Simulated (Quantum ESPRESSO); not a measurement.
Crystal: TaN.

```xyz
2
Lattice="0.0000 2.2113 2.2113 2.2113 0.0000 2.2113 2.2113 2.2113 0.0000" Properties=species:S:1:pos:R:3 pbc="T T T"
Ta    2.2113    2.2113    2.2113
N     0.0000    0.0000    0.0000
```

The cell comes from a database or a generator and needn't be the stable form of this composition.

Base run:

| Item | Value |
| --- | --- |
| Program | Quantum ESPRESSO 7.5 |
| Functional | PBE |
| Potentials or basis | PseudoDojo 0.4 FR PBE standard |
| Cutoff | 1143 eV |
| Density cutoff | 4572 eV |
| k mesh | 10 × 10 × 10 |
| Occupations | fermi-dirac, width 0.05 eV |
| Spin | spin-orbit coupling, no magnetisation |

Its results: band gap on the k mesh none (metal or under the smearing width); pressure -1.2 GPa.

Problem. After a change of settings the same cell gave: band gap on the k mesh none (metal or under the smearing width); pressure -14.1 GPa. Which change was it?
A. k mesh from 10 × 10 × 10 to 4 × 4 × 4
B. functional from PBE to LDA
C. functional from PBE to PBEsol
D. potentials or basis from PseudoDojo 0.4 FR PBE standard to PseudoDojo 0.4.1 SR PBE standard; spin from spin-orbit coupling, no magnetisation to no spin polarisation

Solution. B.

LDA binds more tightly than PBE, so the same cell stands under less pressure.

Caveats: the potentials were made for another functional, which shifts forces and pressure (some runs).

Not every run made on this cell is shown here.
